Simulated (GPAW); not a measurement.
Set up this calculation in GPAW 26.7.0, as an ASE script.

- Task: single point
- Functional: PBE
- Potentials or basis: GPAW PAW data sets (gpaw-data 1.2.1)
- Cutoff: 600 eV
- Basis: pw
- k mesh: 12 × 12 × 12
- Occupations: gaussian, width 0.013 eV
- Spin: no spin polarisation
- Maxiter: 150

The structure of Ir lies in POSCAR:

```
Ir
1.0
    0.0000000000      1.9156000000      1.9156000000
    1.9156000000      0.0000000000      1.9156000000
    1.9156000000      1.9156000000      0.0000000000
Ir
1
Direct
    0.0000000000      0.0000000000      0.0000000000
```

These files were run (other wordings do the same):

run.py

```python
from ase.dft.bandgap import bandgap
from ase.io import read, write
from ase.units import GPa
from gpaw import GPAW, PW

atoms = read('POSCAR')

calc = GPAW(mode=PW(600),
            xc='PBE',
            kpts={'size': (12, 12, 12), 'gamma': True},
            occupations={'name': 'methfessel-paxton', 'order': 0, 'width': 0.013000000000000001},
            nbands=16,
            convergence={'density': 1e-05, 'energy': 1e-05},
            maxiter=150,
            txt='gpaw.txt')
atoms.calc = calc
energy = atoms.get_potential_energy()
forces = atoms.get_forces()
stress = atoms.get_stress()
calc.write('gs.gpw')
write('result.traj', atoms)
print(f'Energy: {energy:.6f} eV')
print('Forces (eV/A):')
print(forces.round(4))
print('Stress (GPa):', (stress / GPa).round(3))
print('Fermi level:', round(calc.get_fermi_level(), 4), 'eV')
print(f'Gap: {bandgap(calc)[0]:.4f} eV, direct: {bandgap(calc, direct=True)[0]:.4f} eV')
```

Potentials or basis: GPAW PAW data sets (gpaw-data 1.2.1), pw.

Command:

```sh
$ OMP_NUM_THREADS=1 python run.py
```

It gave:

| Property | Result |
| --- | --- |
| Pressure | 9.8 GPa |
| Band gap on the k mesh | none (metal or under the smearing width) |

It took 7.7 s on 1 thread of Arm Neoverse V2, on a shared host, peak memory 0.14 GiB.
